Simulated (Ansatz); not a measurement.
CdTe4: competing structures

Level of theory: DFT PBE, scalar-relativistic, plane waves, PAW (Ansatz 0.2.0). Settings: cutoff 420 eV, Γ-centred meshes spaced at most about 0.3 Å⁻¹, and about 0.25 Å⁻¹ or finer for metals (2π included), Gaussian smearing. No spin polarisation.

Formation energies are uncorrected and refer to the elements' standard structures at the same level.

Temperature and zero-point effects are left out. Only the structures computed here compete, so a lower one can exist. The k mesh leaves some 4 meV/atom of noise in the energy of each metallic cell. No dispersion correction is applied, so the spacing and binding between layers, chains or molecules are poorly described (P4/mmm), and this can change margins and order among such cells. These runs have no spin–orbit coupling, which can matter for Te. The reference form of Te is held partly by dispersion forces, which this level lacks.

Invented guesses were relaxed alike, and ends that match in structure were merged. ΔE counts from the first row. Coordination counts Te atoms around Cd (those within 1.25 times the shortest such distance or 1.15 times the sum of covalent radii; a plus sign parts nearer from farther groups; the shortest distance is added where it is long for a bond). The ends were matched against large subsets of the Crystallography Open Database and the Materials Project, so a missing match doesn't prove that a structure is unreported.

```tsv
#	reached from	type and space group	atoms	Å³/atom	coordination	ΔE (meV/atom)	gap on mesh (eV)	in databases
1	random cell	P4/mmm (No. 123)	5	34.0	Cd 8	0	0.00	no match
2	PbF4 type (I4/mmm)	I4/mmm (No. 139)	5	31.5	Cd 6	89	0.00	no match
3	random cell	I4/mmm (No. 139)	5	35.5	Cd 8	110	0.00	no match
4	GeF4 type (I-43m), changed on relaxing	Im-3m (No. 229)	5	33.7	Cd 8	174	0.00	no match
5	SnI4 type (P-43m)	P-43m (No. 215)	5	33.6	Cd 4	323	0.00	no match
6	random cell	Pm-3m (No. 221)	5	39.1	Cd 12+8 from 4.1 Å	441	0.00	no match
7	SO4 type (F-43m)	F-43m (No. 216)	5	65.6	Cd 4	448	0.00	no match
8	random cell	Pm-3m (No. 221)	5	34.3	Cd 6	523	0.00	no match
```

The lowest: Space group P4/mmm (No. 123), tetragonal, a = 4.466 Å, c = 8.525 Å. Cd has 8 Te at 3.18 Å; around Te lie 4 Te at 3.16 Å and 2 Cd at 3.18 Å. Its energy over the elements is +0.05 eV/atom. It can't be a ground state, since the elements alone are lower. An observed structure of this formula, if there is one, may be missing.

```xyz
5
Lattice="4.4664 0.0000 0.0000 0.0000 4.4664 0.0000 0.0000 0.0000 8.5249" Properties=species:S:1:pos:R:3 pbc="T T T"
Cd    0.0000    0.0000    0.0000
Te    0.0000    2.2332    6.2546
Te    2.2332    0.0000    6.2546
Te    0.0000    2.2332    2.2702
Te    2.2332    0.0000    2.2702
```

The second: Space group I4/mmm (No. 139), tetragonal, a = 5.865 Å, c = 9.170 Å. Around Cd lie 6 Te at 2.93–3.07 Å; Te on a site of symmetry 4mm has 1 Te at 3.03 Å, 1 Cd at 3.07 Å and 4 Te at 3.30 Å; Te on a site of symmetry mmm is surrounded by 2 Cd at 2.93 Å and 4 Te at 3.30 Å. Counting Te atoms around Cd, the first has Cd 8 and the second has Cd 6. The second holds Te–Te pairs (shortest 3.03 Å); in the first the shortest Te–Te distance is 3.16 Å, near bonding range too. Cells relaxed within their symmetry can be saddle points. Some structure types and database cells were kept out of the candidates from the start, so a known form may be missing.
